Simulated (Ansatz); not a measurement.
**Perturbing TiO2**

Base: an entry of the Crystallography Open Database (COD), its atoms then relaxed with PBE in this cell.

```
Ti O
1.0
     4.51500    0.00000    0.00000
     0.00000    5.49700    0.00000
     0.00000    0.00000    4.93900
Ti O
4 8
Direct
  0.00000 0.17453 0.25000
  0.50000 0.32547 0.75000
  0.00000 0.82547 0.75000
  0.50000 0.67453 0.25000
  0.27040 0.38191 0.41969
  0.22960 0.11809 0.91969
  0.77040 0.11809 0.58031
  0.72960 0.38191 0.08031
  0.72960 0.61809 0.58031
  0.77040 0.88191 0.08031
  0.22960 0.88191 0.41969
  0.27040 0.61809 0.91969
```

Atom numbers follow the list; atoms alike are taken as one site, whose name carries the number of the first.

Method: Kohn–Sham DFT in Ansatz, PBE, plane waves and PAW (field gradients read without the response of the frozen cores, which leaves them typically 4 to 6 % off), scalar-relativistic, 420 eV cutoff, Γ-centred 5×4×4 k-points, Fermi–Dirac smearing 0.02 eV.

Gradients in 10²¹ V/m²:

```json
{"site": "Ti", "atoms": "1, 2, 3, 4", "V_zz base": "2.73", "η base": "0.69", "V_zz variant": "3.13", "η variant": "0.75"}
{"site": "O5", "atoms": "5, 6, 9, 10", "V_zz base": "-2.82", "η base": "0.50", "V_zz variant": "-2.47", "η variant": "0.36"}
{"site": "O7", "atoms": "7, 8, 11, 12", "V_zz base": "-2.82", "η base": "0.50", "V_zz variant": "-3.18", "η variant": "0.60"}
```

**Question.** Which change was made?
A. atom 1 (Ti) moved by 0.10 Å along (0.000, 0.000, 0.100) Å
B. volume scaled by 1.03, ions at fixed fractional positions
C. xy engineering shear strain of -3 %, ions at fixed fractional positions
D. z stretched by 1 %, ions at fixed fractional positions

**Answer.** C. It leaves 3 symmetry-distinct sites where the base has 2, which no other option does. The largest change of V_zz is on Ti, from 2.73 to 3.13. In per cent, |V_zz| changes by +15 on Ti, -13 to +13 on O (all sites that start above 0.5).

For the base: At this cell the PBE pressure is 5 GPa, so with PBE the cell would grow if it were relaxed.
For the variant: At this changed cell the PBE pressure is 5 GPa. The atoms aren't relaxed in the changed cell (largest force 0.4 eV/Å).
